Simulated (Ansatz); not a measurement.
Crystal: LuH2.

```xyz
3
Lattice="0.0000 2.5165 2.5165 2.5165 0.0000 2.5165 2.5165 2.5165 0.0000" Properties=species:S:1:pos:R:3 pbc="T T T"
Lu    0.0000    0.0000    0.0000
H     3.7748    3.7748    3.7748
H     1.2583    1.2583    1.2583
```

```yaml
Program: Ansatz 0.2.0
Task: relaxation of cell and atoms
Functional: r2SCAN
Dispersion: D3(BJ)
Potentials_or_basis: Ansatz PAW
Cutoff: "500 eV (not typed: the program's choice for these potentials)"
k_mesh: 9 × 9 × 9
Occupations: fermi-dirac, width 0.05 eV
Spin: no spin polarisation
```

At the start: volume 10.62 Å³/atom.

Q: Where does the relaxation end?

A: It ends after 4 steps and the volume is 10.22 Å³/atom (-3.8 %); space group Fm-3m (No. 225, to 0.05 Å).

Step by step:
```tsv
step	energy change (eV)	largest force (eV/Å)	volume (Å³)
1	0.0000	0.0000	31.87
2	-0.0142	0.0000	30.79
3	-0.0144	0.0000	30.66
4	-0.0140	0.0000	30.66
```

Final structure:
```
Lu H
1.0
     0.00000    2.48407    2.48407
     2.48407    0.00000    2.48407
     2.48407    2.48407    0.00000
Lu H
1 2
Direct
  0.00000 0.00000 0.00000
  0.75000 0.75000 0.75000
  0.25000 0.25000 0.25000
```

Caveat: the plane-wave basis is chosen anew once the cell has moved, so the energies of steps on either side of that aren't comparable; pairwise dispersion overbinds metals, which lowers pressure and volume; the PAW data sets come from PBE, with cores solved anew for the run's functional, which leaves a small shift of forces and pressure; the dispersion damping was fitted for another functional or another form of the correction.
